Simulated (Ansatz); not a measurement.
Here is an Ansatz 0.2.0 calculation.

Contents of input.yaml:

```yaml
crystal:
  lattice:
    - [1.2511217832, 0.7223354983, 3.3729344033]
    - [-1.2511217832, 0.7223354983, 3.3729344033]
    - [0.0, -1.4446709966, 3.3729344033]
  atoms:
    - { symbol: "N", position: [0.6672382, 0.6672382, 0.6672382] }
    - { symbol: B, position: [0.0003288, 0.0003288, 0.0003288] }
hamiltonian:
  xc: pbesol
  pseudopotentials: { kind: paw }
kpoints:
  mp_grid: { grid: [12, 12, 12] }
  band_path:
    path:
      - [[0.0, 0.0, 0.0], [0.5, 0.0, 0.0], [0.5, 0.1972419765, -0.1972419765]]
      - [[0.8027580235, 0.5, 0.1972419765], [0.5, 0.5, 0.5], [0.0, 0.0, 0.0], [0.3486209883, 0.0, -0.3486209883]]
      - [[0.6513790117, 0.3486209883, 0.0], [0.5, 0.5, 0.0], [0.6513790117, 0.6513790117, 0.1972419765], [0.5, 0.5, 0.5]]
      - [[0.5, 0.0, 0.0], [0.8027580235, 0.3486209883, 0.3486209883]]
    npoints: 14
scf:
  occupations: { method: fermi_dirac, width: 0.05 }
  n_extra_bands: 6
output:
  forces: true
  stress: true
  eigenvalues: true
  fatbands: false
  write_density: true
  write_potential: true
  elf: true
  volumetric_format: npy
```

Potentials or basis: Ansatz PAW.

Launch:

```bash
$ ansatz run input.yaml --threads 2 --pin off --max-ram 5632MiB --backend cpu --events-out ev --progress --plain --runs-dir out
```

(1) Predict the pressure.

(2) Predict the band gap along the path.

(3) Predict the band gap on the k mesh.

## Answers

(1) 0.7 GPa.

(2) 4.14 eV, indirect (least direct gap 4.64 eV).

(3) 4.19 eV, indirect (least direct gap 4.64 eV).

Caveat: the pressure holds a Pulay correction of +0.6 GPa for the finite cutoff; the PAW data sets come from PBE, with cores solved anew for the run's functional, which leaves a small shift of forces and pressure.
